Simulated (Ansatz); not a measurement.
**Does SrTiO3 in Amm2 form from SrO and TiO2?**

Plane-wave DFT in Ansatz with scalar-relativistic PAW potentials, cutoff 420 eV, Γ-centred meshes chosen by cell and gap, Gaussian smearing with energies taken to zero width. Every cell was relaxed (cell and atoms) in a run of its own, within the symmetry of its start. Functional: PBE.

The ternary relaxed to Amm2, 5 atoms in the computed cell, a = 3.923 Å, b = 5.587 Å, c = 5.611 Å; sites (symmetry × multiplicity) Sr mm2 × 2, Ti mm2 × 2, O m.. × 4 + mm2 × 2.

Total energies hold large constants for each element; a whole number of eV per atom of each element is taken off below, which cancels in a balanced reaction.

```csv
compound,lowest structure computed,structures tried,V (Å³/atom),gap on mesh (eV),"E (eV per formula unit, common shift removed)"
SrTiO3,Amm2,3,12.30,2.07,-15.4969
SrO,Fm-3m,7,17.52,3.33,-5.6287
TiO2,I4_1/amd,13,11.66,2.14,-8.7499
```

Q: Balance the reaction and work out its energy at 0 K.

A: The balance is SrO + TiO2 → SrTiO3. ΔE = -1.118 eV per formula unit, -224 meV/atom, and the volume changes by -12.2 %. The ternary lies below these binaries, so it can form from them; whether it is stable also hangs on other ternaries and on other oxidation states, which this balance leaves out. Against the elements it is bound by 3.14 eV/atom, 14 times the size of this reaction energy: most of the binding is already in the binaries, and stability is decided by the small rest. A lower form of a binary that wasn't tried would raise the value, and a lower form of the ternary would lower it.